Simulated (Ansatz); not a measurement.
Crystal: Ta2N.

```
CELL_PARAMETERS angstrom
3.11286 0.00000 0.00000
-1.55643 2.69582 0.00000
0.00000 0.00000 4.86984
ATOMIC_POSITIONS crystal
Ta 0.33333 0.66667 0.25471
Ta 0.66667 0.33333 0.74529
N 0.00000 0.00000 0.00000
```

The cell comes from a database or a generator and needn't be the stable form of this composition.

| Item | Value |
| --- | --- |
| Program | Ansatz 0.2.0 |
| Task | relaxation of cell and atoms |
| Functional | r2SCAN |
| Potentials or basis | Ansatz PAW |
| Cutoff | 500 eV (not typed: the program's choice for these potentials) |
| k mesh | 10 × 10 × 6 |
| Occupations | fermi-dirac, width 0.05 eV |
| Spin | no spin polarisation |

At the start: volume 13.62 Å³/atom.

**Question.** How do energy, volume and symmetry change on relaxing?

**Answer.** It ends after 5 steps and the volume is 13.35 Å³/atom (-2.0 %); space group P-3m1 (No. 164, to 0.05 Å).

The path:
```tsv
step	energy change (eV)	largest force (eV/Å)	volume (Å³)
1	0.0000	0.1017	40.87
2	-0.0192	0.0193	40.21
3	-0.0207	0.0292	40.08
4	-0.0209	0.0019	40.05
5	-0.0205	0.0016	40.05
```

Final structure:
```cif
data_structure
_symmetry_space_group_name_H-M 'P 1'
_symmetry_Int_Tables_number 1
_cell_length_a 3.0709
_cell_length_b 3.0709
_cell_length_c 4.9036
_cell_angle_alpha 90.000
_cell_angle_beta 90.000
_cell_angle_gamma 120.000
_cell_volume 40.05
loop_
_atom_site_label
_atom_site_type_symbol
_atom_site_fract_x
_atom_site_fract_y
_atom_site_fract_z
_atom_site_occupancy
Ta1 Ta 0.33333 0.66667 0.25729 1
Ta2 Ta 0.66667 0.33333 0.74271 1
N1 N 0.00000 0.00000 0.00000 1
```

Caveat: the plane-wave basis is chosen anew once the cell has moved, so the energies of steps on either side of that aren't comparable; the PAW data sets come from PBE, with cores solved anew for the run's functional, which leaves a small shift of forces and pressure.
